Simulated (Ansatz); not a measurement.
# VH₂: which magnetic state is lowest?

Theory: DFT r2SCAN, scalar-relativistic, plane waves, PAW (Ansatz 0.2.0).

```
CELL_PARAMETERS angstrom
0.00000 2.13550 2.13550
2.13550 0.00000 2.13550
2.13550 2.13550 0.00000
ATOMIC_POSITIONS crystal
V 0.00000 0.00000 0.00000
H 0.25000 0.25000 0.25000
H 0.75000 0.75000 0.75000
```

```json
{
 "plane-wave cutoff": "500 eV",
 "Γ-centred k-mesh": "16×16×16",
 "occupation rule": "Gaussian smearing, 0.1 eV",
 "list of starting moments (μB, in atom order)": "3.5 0 0",
 "check for lower electronic states after the SCF": "off"
}
```

All runs keep this geometry, which isn't relaxed for the lowest state (largest force there 0.000 eV/Å, pressure -2.2 GPa); relaxing each order would shift the differences by some 12 meV/atom, going by the pressures and a bulk modulus of about 150 GPa. r2SCAN tends to overstate moments in metals, so a weak moment here may be absent in the real material. Site moments are spin moments in atom-centred spheres that scale with the neighbour distance. The states are those that the runs reached from these starts; a lower one can exist. No antiferromagnetic start is among these.

Starts tried: no spin; large parallel starting moments. Which state comes out lowest, and what are the moments?

Of the states reached here, with no antiferromagnetic start among them, the lowest is ferromagnetic, reached from the start “large parallel starting moments”, with site moments (μB) V +0.92.

| start | ends | energy above lowest (meV/atom) | site moments (μB) | gap on mesh (eV) | P (GPa) |
| --- | --- | --- | --- | --- | --- |
| no spin | non-magnetic | 4.85 | none over 0.05 | metal | -9.7 |
| large parallel starting moments | ferromagnetic | 0.00 | V +0.92 | metal | -2.2 |

Cost: 2 runs of about 0.3 core-minutes in all, on Intel Xeon Platinum 8581C (Emerald Rapids) (shared hosts).